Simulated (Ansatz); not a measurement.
# Ir: a line through an energy map

One line of a two-coordinate grid on Ir (Fm-3m, No. 225; 2 atoms in the cell): amplitude of mode 4 (142 cm⁻¹) is varied, at amplitude of mode 6 (179 cm⁻¹) = −0.023 Å.

Computed with Ansatz 0.2.0 (DFT PBE, scalar-relativistic, plane waves, PAW, unless a step's input says otherwise).

8 further runs of the same task are left out: 8 set aside as unsound or not needed.

### Step 1. The structure to begin with

Symmetry: Fm-3m, No. 225, cubic system. The conventional cell has a = 3.870 Å, b = 3.870 Å, c = 3.870 Å, α = 90.00°, β = 90.00°, γ = 90.00°. Ir (site symmetry m-3m) is surrounded by 12 Ir at 2.74 Å.

Coordinates:

```cif
data_structure
_symmetry_space_group_name_H-M 'Fm-3m'
_symmetry_Int_Tables_number 225
_cell_length_a 3.8704
_cell_length_b 3.8704
_cell_length_c 3.8704
_cell_angle_alpha 90.000
_cell_angle_beta 90.000
_cell_angle_gamma 90.000
_cell_volume 57.98
loop_
_atom_site_label
_atom_site_type_symbol
_atom_site_symmetry_multiplicity
_atom_site_Wyckoff_symbol
_atom_site_fract_x
_atom_site_fract_y
_atom_site_fract_z
_atom_site_occupancy
Ir1 Ir 4 a 0.00000 0.00000 0.00000 1
```

It is the result of an earlier relaxation at this level (volume 14.49 Å³/atom; gap on the mesh: none (metal)).

### Step 2. What is varied

The energy is mapped over two normal modes frozen in (zone-centre modes of the cell shown, which folds in the wave vector (0, 1/2, 1/2) of the primitive cell).

- amplitude of mode 4 (142 cm⁻¹), largest displacement: 11 values from −0.103 to 0.103 Å
- amplitude of mode 6 (179 cm⁻¹), largest displacement: 11 values from −0.115 to 0.115 Å

Nothing else is relaxed (the cell and all other modes fixed). Energies count from the relaxed high-symmetry cell. Points are written as (first, second).

The modes come from a phonon run on the reference cell, made beforehand.

The patterns, per unit of each coordinate (Å):

```
atom     x1      y1     z1      x2     y2     z2
 Ir1  0.000   1.000  0.000   1.000  0.000  0.000
 Ir2  0.000  -1.000  0.000  -1.000  0.000  0.000
```

### Step 3. Point (−0.082 Å, −0.023 Å)

Input file input.yaml:

```yaml
crystal:
  lattice:
    - [0.0, -1.9351816027, -1.9351816027]
    - [0.0, 1.9351816027, -1.9351816027]
    - [3.8703632054, 0.0, 0.0]
  atoms:
    - { symbol: Ir, position: [0.5212899916, 0.4787100084, 0.4940574053] }
    - { symbol: Ir, position: [-0.0212899916, 0.0212899916, 0.0059425947] }
basis:
  ecutwfc: 420
kpoints:
  mp_grid: { grid: [16, 16, 12] }
hamiltonian:
  xc: pbe
  pseudopotentials: { kind: paw, azcp: { folder: soft_1 } }
scf:
  occupations: { method: gaussian, width: 0.15 }
output:
  forces: true
  stress: true
  eigenvalues: true
```

The run is started by

```sh
$ ansatz run input.yaml --threads 2 --pin off --max-ram 4096MiB --backend cpu --events-out ev --progress --plain --runs-dir out
```

The program printed (excerpt; [...] marks lines left out):

```text
Warning: RAYON_NUM_THREADS=2 ignored (pool sized by the plan → 2); use --threads N
[...]
Pseudopotentials: kind: paw
Pseudopotential: Ir, paw, valence charge 17, recommended cutoff 420 eV (normal), <dir>
Functional definition: PBE
[...]
Crystal: 2 atoms, lattice volume = 28.988 Å³
Basis set: ecut = 420 eV, 569 PW (Γ), exchange–correlation on 40×40×54 points (8 copies of the dense FFT grid, shifted against one another)
Bands: 21, of which v1, the nominal top of the filled ones, is band 17 counted from 1 (16 counted from 0)
Symmetry: 4 space group operations
Space group: C2/m (ITA 12), of the structure as read, at distance tolerance 3.1e-5 Å
k-points: 826 of 3072
[...]
SCF iter   1: F=—  HF=-23873.717971 eV  |F-HF|=—  |Δ(HF+E_count)|=         —  Δρ=4.86e-2  dr2=5.02e-1  ethr=3.10e-3  ⟨swp⟩=4.4  Hψ=65856  notcnv=0
[...]
SCF iter   7: F=-23873.563100 eV  HF=-23873.563100 eV  |F-HF|=5.14e-9  |Δ(HF+E_count)|=   8.83e-8  Δρ=9.06e-6  dr2=7.76e-9  ethr=2.94e-10  ⟨swp⟩=5.7  Hψ=75201  notcnv=0
[...]
SCF converged after 7 iterations
Free energy (F): -23873.563100 eV
[...]
E sigma→0 (E₀):  -23873.551043 eV
Entropy (-TS):   -0.024114 eV (-12.057 meV/atom)
Fermi energy:    25.036701 eV
[...]
--- Forces (eV/Å), atoms counted from 1 ---
  atom   1  Ir     0.56967127     1.18784706     0.00000000
  atom   2  Ir    -0.56967127    -1.18784706     0.00000000
[...]
--- Stress (GPa, compression-positive) ---
        4.596324       2.364721       0.000000
        2.364721       4.647496       0.000000
        0.000000       0.000000      -0.755013
  P = ⅓ Tr σ = 2.8296 GPa (28.296 kbar)
--- Band table (eV; the first three rows and the last of 826) ---
  k-point 0: bands = ["-67.8400", "-67.7552", "-25.0038", "-24.5600", "-24.5364", "-24.2797", "-24.2769", "-24.2714", "14.1564", "17.3686", "17.9644", "21.1872", "21.2057", "21.3758", "23.7386", "23.9585", "25.7952", "26.2367", "26.4787", "26.7440", "35.1716"]
[...]
```

It took 22 s on 2 threads of Arm Neoverse N1, shared host; peak memory 0.61 GiB.

On the map this point reads 110 meV.

### Step 4. Grid point (−0.062 Å, −0.023 Å)

input.yaml, as its differences from that of step 3:

```diff
@@ -6,4 +6,4 @@
   atoms:
-    - { symbol: Ir, position: [0.5212899916, 0.4787100084, 0.4940574053] }
-    - { symbol: Ir, position: [-0.0212899916, 0.0212899916, 0.0059425947] }
+    - { symbol: Ir, position: [0.5159674937, 0.4840325063, 0.4940574053] }
+    - { symbol: Ir, position: [-0.0159674937, 0.0159674937, 0.0059425947] }
 basis:
```

The run is started by

```sh
$ ansatz run input.yaml --threads 2 --pin off --max-ram 4096MiB --backend cpu --events-out ev --progress --plain --runs-dir out
```

The program printed (excerpt; [...] marks lines left out):

```text
Warning: RAYON_NUM_THREADS=2 ignored (pool sized by the plan → 2); use --threads N
[...]
Pseudopotentials: kind: paw
Pseudopotential: Ir, paw, valence charge 17, recommended cutoff 420 eV (normal), <dir>
Functional definition: PBE
[...]
Crystal: 2 atoms, lattice volume = 28.988 Å³
Basis set: ecut = 420 eV, 569 PW (Γ), exchange–correlation on 40×40×54 points (8 copies of the dense FFT grid, shifted against one another)
Bands: 21, of which v1, the nominal top of the filled ones, is band 17 counted from 1 (16 counted from 0)
Symmetry: 4 space group operations
Space group: C2/m (ITA 12), of the structure as read, at distance tolerance 3.1e-5 Å
k-points: 826 of 3072
[...]
SCF iter   1: F=—  HF=-23873.760594 eV  |F-HF|=—  |Δ(HF+E_count)|=         —  Δρ=4.85e-2  dr2=5.02e-1  ethr=3.10e-3  ⟨swp⟩=4.4  Hψ=65858  notcnv=0
[...]
SCF iter   7: F=-23873.605782 eV  HF=-23873.605782 eV  |F-HF|=4.43e-9  |Δ(HF+E_count)|=   7.69e-8  Δρ=8.16e-6  dr2=6.26e-9  ethr=2.94e-10  ⟨swp⟩=5.6  Hψ=74805  notcnv=0
[...]
SCF converged after 7 iterations
Free energy (F): -23873.605782 eV
[...]
E sigma→0 (E₀):  -23873.593606 eV
Entropy (-TS):   -0.024354 eV (-12.177 meV/atom)
Fermi energy:    25.027606 eV
[...]
--- Forces (eV/Å), atoms counted from 1 ---
  atom   1  Ir     0.55017954     0.88757472     0.00000000
  atom   2  Ir    -0.55017954    -0.88757472     0.00000000
[...]
--- Stress (GPa, compression-positive) ---
        2.851917       1.756224       0.000000
        1.756224       2.823220       0.000000
        0.000000       0.000000      -0.238134
  P = ⅓ Tr σ = 1.8123 GPa (18.123 kbar)
--- Band table (eV; the first three rows and the last of 826) ---
  k-point 0: bands = ["-67.8385", "-67.7563", "-24.9852", "-24.5569", "-24.5443", "-24.2807", "-24.2764", "-24.2751", "14.1541", "17.3704", "17.9472", "21.2210", "21.2363", "21.3393", "23.7920", "23.9158", "25.8248", "26.3301", "26.4686", "26.7388", "35.1843"]
[...]
```

Run time: 21 s. Hardware: 2 threads of Arm Neoverse N1, shared host; peak memory 0.62 GiB.

Energy on the map's scale: 67 meV.

### Step 5. Grid point (−0.041 Å, −0.023 Å)

input.yaml, as its differences from that of step 4:

```diff
@@ -6,4 +6,4 @@
   atoms:
-    - { symbol: Ir, position: [0.5159674937, 0.4840325063, 0.4940574053] }
-    - { symbol: Ir, position: [-0.0159674937, 0.0159674937, 0.0059425947] }
+    - { symbol: Ir, position: [0.5106449958, 0.4893550042, 0.4940574053] }
+    - { symbol: Ir, position: [-0.0106449958, 0.0106449958, 0.0059425947] }
 basis:
```

The run is started by

```sh
$ ansatz run input.yaml --threads 2 --pin off --max-ram 4096MiB --backend cpu --events-out ev --progress --plain --runs-dir out
```

The program printed (excerpt; [...] marks lines left out):

```text
Warning: RAYON_NUM_THREADS=2 ignored (pool sized by the plan → 2); use --threads N
[...]
Pseudopotentials: kind: paw
Pseudopotential: Ir, paw, valence charge 17, recommended cutoff 420 eV (normal), <dir>
Functional definition: PBE
[...]
Crystal: 2 atoms, lattice volume = 28.988 Å³
Basis set: ecut = 420 eV, 569 PW (Γ), exchange–correlation on 40×40×54 points (8 copies of the dense FFT grid, shifted against one another)
Bands: 21, of which v1, the nominal top of the filled ones, is band 17 counted from 1 (16 counted from 0)
Symmetry: 4 space group operations
Space group: C2/m (ITA 12), of the structure as read, at distance tolerance 3.1e-5 Å
k-points: 826 of 3072
[...]
SCF iter   1: F=—  HF=-23873.790930 eV  |F-HF|=—  |Δ(HF+E_count)|=         —  Δρ=4.84e-2  dr2=5.01e-1  ethr=3.10e-3  ⟨swp⟩=4.4  Hψ=65904  notcnv=0
[...]
SCF iter   7: F=-23873.636303 eV  HF=-23873.636303 eV  |F-HF|=2.92e-9  |Δ(HF+E_count)|=   8.22e-8  Δρ=7.21e-6  dr2=5.26e-9  ethr=2.94e-10  ⟨swp⟩=5.7  Hψ=75032  notcnv=0
[...]
SCF converged after 7 iterations
Free energy (F): -23873.636303 eV
[...]
E sigma→0 (E₀):  -23873.624383 eV
Entropy (-TS):   -0.023840 eV (-11.920 meV/atom)
Fermi energy:    25.022792 eV
[...]
--- Forces (eV/Å), atoms counted from 1 ---
  atom   1  Ir     0.53828103     0.59309642     0.00000000
  atom   2  Ir    -0.53828103    -0.59309642     0.00000000
[...]
--- Stress (GPa, compression-positive) ---
        1.579501       1.171094       0.000000
        1.171094       1.501874       0.000000
        0.000000       0.000000       0.157341
  P = ⅓ Tr σ = 1.0796 GPa (10.796 kbar)
--- Band table (eV; the first three rows and the last of 826) ---
  k-point 0: bands = ["-67.8376", "-67.7572", "-24.9722", "-24.5549", "-24.5494", "-24.2810", "-24.2784", "-24.2761", "14.1525", "17.3718", "17.9352", "21.2467", "21.2584", "21.3122", "23.8304", "23.8848", "25.8468", "26.3980", "26.4603", "26.7349", "35.1938"]
[...]
```

Wall time 21 s (2 threads of Arm Neoverse N1, shared host); peak memory 0.62 GiB.

Energy on the map's scale: 36 meV.

### Step 6. Grid point (−0.021 Å, −0.023 Å)

input.yaml, as its differences from that of step 5:

```diff
@@ -6,4 +6,4 @@
   atoms:
-    - { symbol: Ir, position: [0.5106449958, 0.4893550042, 0.4940574053] }
-    - { symbol: Ir, position: [-0.0106449958, 0.0106449958, 0.0059425947] }
+    - { symbol: Ir, position: [0.5053224979, 0.4946775021, 0.4940574053] }
+    - { symbol: Ir, position: [-0.0053224979, 0.0053224979, 0.0059425947] }
 basis:
```

The run is started by

```sh
$ ansatz run input.yaml --threads 2 --pin off --max-ram 4096MiB --backend cpu --events-out ev --progress --plain --runs-dir out
```

The program printed (excerpt; [...] marks lines left out):

```text
Warning: RAYON_NUM_THREADS=2 ignored (pool sized by the plan → 2); use --threads N
[...]
Pseudopotentials: kind: paw
Pseudopotential: Ir, paw, valence charge 17, recommended cutoff 420 eV (normal), <dir>
Functional definition: PBE
[...]
Crystal: 2 atoms, lattice volume = 28.988 Å³
Basis set: ecut = 420 eV, 569 PW (Γ), exchange–correlation on 40×40×54 points (8 copies of the dense FFT grid, shifted against one another)
Bands: 21, of which v1, the nominal top of the filled ones, is band 17 counted from 1 (16 counted from 0)
Symmetry: 4 space group operations
Space group: C2/m (ITA 12), of the structure as read, at distance tolerance 3.1e-5 Å
k-points: 826 of 3072
[...]
SCF iter   1: F=—  HF=-23873.809254 eV  |F-HF|=—  |Δ(HF+E_count)|=         —  Δρ=4.84e-2  dr2=5.01e-1  ethr=3.10e-3  ⟨swp⟩=4.4  Hψ=65963  notcnv=0
[...]
SCF iter   7: F=-23873.654608 eV  HF=-23873.654608 eV  |F-HF|=1.71e-10  |Δ(HF+E_count)|=   6.06e-8  Δρ=6.03e-6  dr2=5.27e-9  ethr=2.94e-10  ⟨swp⟩=5.7  Hψ=73792  notcnv=0
[...]
SCF converged after 7 iterations
Free energy (F): -23873.654608 eV
[...]
E sigma→0 (E₀):  -23873.642925 eV
Entropy (-TS):   -0.023365 eV (-11.683 meV/atom)
Fermi energy:    25.020980 eV
[...]
--- Forces (eV/Å), atoms counted from 1 ---
  atom   1  Ir     0.53053494     0.29568722     0.00000000
  atom   2  Ir    -0.53053494    -0.29568722     0.00000000
[...]
--- Stress (GPa, compression-positive) ---
        0.783474       0.588160       0.000000
        0.588160       0.733989       0.000000
        0.000000       0.000000       0.393946
  P = ⅓ Tr σ = 0.6371 GPa (6.371 kbar)
--- Band table (eV; the first three rows and the last of 826) ---
  k-point 0: bands = ["-67.8373", "-67.7579", "-24.9650", "-24.5538", "-24.5525", "-24.2811", "-24.2804", "-24.2766", "14.1515", "17.3725", "17.9280", "21.2649", "21.2717", "21.2931", "23.8533", "23.8659", "25.8602", "26.4389", "26.4546", "26.7325", "35.1996"]
[...]
```

It took 21 s on 2 threads of Arm Neoverse N1, shared host; peak memory 0.62 GiB.

On the map this point reads 18 meV.

### Step 7. Grid point (0.000 Å, −0.023 Å)

input.yaml, as its differences from that of step 6:

```diff
@@ -6,4 +6,4 @@
   atoms:
-    - { symbol: Ir, position: [0.5053224979, 0.4946775021, 0.4940574053] }
-    - { symbol: Ir, position: [-0.0053224979, 0.0053224979, 0.0059425947] }
+    - { symbol: Ir, position: [0.5, 0.5, 0.4940574053] }
+    - { symbol: Ir, position: [0.0, 0.0, 0.0059425947] }
 basis:
```

The run is started by

```sh
$ ansatz run input.yaml --threads 2 --pin off --max-ram 4096MiB --backend cpu --events-out ev --progress --plain --runs-dir out
```

The program printed (excerpt; [...] marks lines left out):

```text
Warning: RAYON_NUM_THREADS=2 ignored (pool sized by the plan → 2); use --threads N
[...]
Pseudopotentials: kind: paw
Pseudopotential: Ir, paw, valence charge 17, recommended cutoff 420 eV (normal), <dir>
Functional definition: PBE
[...]
Crystal: 2 atoms, lattice volume = 28.988 Å³
Basis set: ecut = 420 eV, 569 PW (Γ), exchange–correlation on 40×40×54 points (8 copies of the dense FFT grid, shifted against one another)
Bands: 21, of which v1, the nominal top of the filled ones, is band 17 counted from 1 (16 counted from 0)
Symmetry: 16 space group operations
Space group: P4/nmm (ITA 129), of the structure as read, at distance tolerance 3.1e-5 Å
k-points: 315 of 3072
[...]
SCF iter   1: F=—  HF=-23873.815349 eV  |F-HF|=—  |Δ(HF+E_count)|=         —  Δρ=4.84e-2  dr2=5.01e-1  ethr=3.10e-3  ⟨swp⟩=4.5  Hψ=25107  notcnv=0
[...]
SCF iter   7: F=-23873.660696 eV  HF=-23873.660696 eV  |F-HF|=1.49e-10  |Δ(HF+E_count)|=   1.85e-9  Δρ=1.91e-6  dr2=4.51e-10  ethr=4.55e-11  ⟨swp⟩=2.0  Hψ=21449  notcnv=0
[...]
SCF converged after 7 iterations
Free energy (F): -23873.660696 eV
[...]
E sigma→0 (E₀):  -23873.649086 eV
Entropy (-TS):   -0.023220 eV (-11.610 meV/atom)
Fermi energy:    25.020853 eV
[...]
--- Forces (eV/Å), atoms counted from 1 ---
  atom   1  Ir     0.52769682     0.00000000     0.00000000
  atom   2  Ir    -0.52769682    -0.00000000     0.00000000
[...]
--- Stress (GPa, compression-positive) ---
        0.516016      -0.000000       0.000000
       -0.000000       0.477160      -0.000000
        0.000000       0.000000       0.477160
  P = ⅓ Tr σ = 0.4901 GPa (4.901 kbar)
--- Band table (eV; the first three rows and the last of 315) ---
  k-point 0: bands = ["-67.8371", "-67.7581", "-24.9627", "-24.5535", "-24.5535", "-24.2810", "-24.2810", "-24.2767", "14.1512", "17.3728", "17.9257", "21.2761", "21.2761", "21.2818", "23.8590", "23.8615", "25.8648", "26.4527", "26.4527", "26.7316", "35.2015"]
[...]
```

Run time: 9.6 s. Hardware: 2 threads of Arm Neoverse N1, shared host; peak memory 0.4 GiB.

That is 12 meV from the zero.

### Step 8. What came out

| amplitude of mode 4 (142 cm⁻¹), largest displacement (Å) | step | energy (meV) | slope (meV per Å) | pressure (GPa) | largest force on an atom (eV/Å) |
| --- | --- | --- | --- | --- | --- |
| −0.103 | – | 165 | −3034 | 4.14 | 1.63 |
| −0.082 | 3 | 110 | −2376 | 2.83 | 1.32 |
| −0.062 | 4 | 67 | −1775 | 1.81 | 1.04 |
| −0.041 | 5 | 36 | −1186 | 1.08 | 0.80 |
| −0.021 | 6 | 18 | −591 | 0.64 | 0.61 |
| 0.000 | 7 | 12 | 0 | 0.49 | 0.53 |
| 0.021 | – | 18 | 591 | 0.64 | 0.61 |
| 0.041 | – | 36 | 1186 | 1.08 | 0.80 |
| 0.062 | – | 67 | 1775 | 1.81 | 1.04 |
| 0.082 | – | 110 | 2376 | 2.83 | 1.32 |
| 0.103 | – | 165 | 3034 | 4.14 | 1.63 |

Energies count from the relaxed high-symmetry cell. Rows without a step come from runs not printed here or follow by symmetry. Slopes come from the forces (and the stress, where the cell changes), not from differences of energies.

Along the line the energy is lowest at 0.000 Å, 12 meV from the zero. A fit to energies and slopes at the lowest point and its two neighbours puts the minimum at 0.0000 Å, with a curvature of about 29000 meV per Å². The highest point computed, at −0.103 Å, lies 153 meV above the lowest. This is one cut through a surface in two coordinates; the map's lowest point lies off it. Spin-orbit coupling is left out for Ir.
